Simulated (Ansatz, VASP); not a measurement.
OH2 in VASP and in Ansatz

```
O H
1.0
     5.12610    0.00000    0.00000
     0.00000    5.20218    0.00000
     0.00000    0.00000   28.35341
O H
1 2
Direct
  0.95403 0.24333 0.65044
  0.86965 0.73631 0.65061
  0.08766 0.37147 0.65858
```

Alike in both runs: task single point; functional PBE; dispersion D3(BJ); k mesh 3 × 3 × 1; occupations gaussian, width 0.05 eV; no spin polarisation.

|  | VASP | Ansatz |
| --- | --- | --- |
| version | VASP 6.6.1 | Ansatz 0.2.0 |
| potentials or method | VASP PAW PBE potentials, release 64 (O, H) | scalar-relativistic, plane waves, PAW |
| plane-wave cutoff (eV) | 520 | 420 |
| valence electrons in the cell | 8 | 8 |

Ansatz gave:

```
gap on the k mesh at the Fermi level (eV) : 0.05
least direct gap on the mesh (eV)         : 0.07
rms of the force components (eV/Å)        : 0.532
```

Task: Which values does VASP return?

Result: gap on the k mesh at the Fermi level (eV): 0.05; least direct gap on the mesh (eV): 0.07; rms of the force components (eV/Å): 0.521.

Atom by atom the forces differ by 0.058 eV/Å (rms over components).
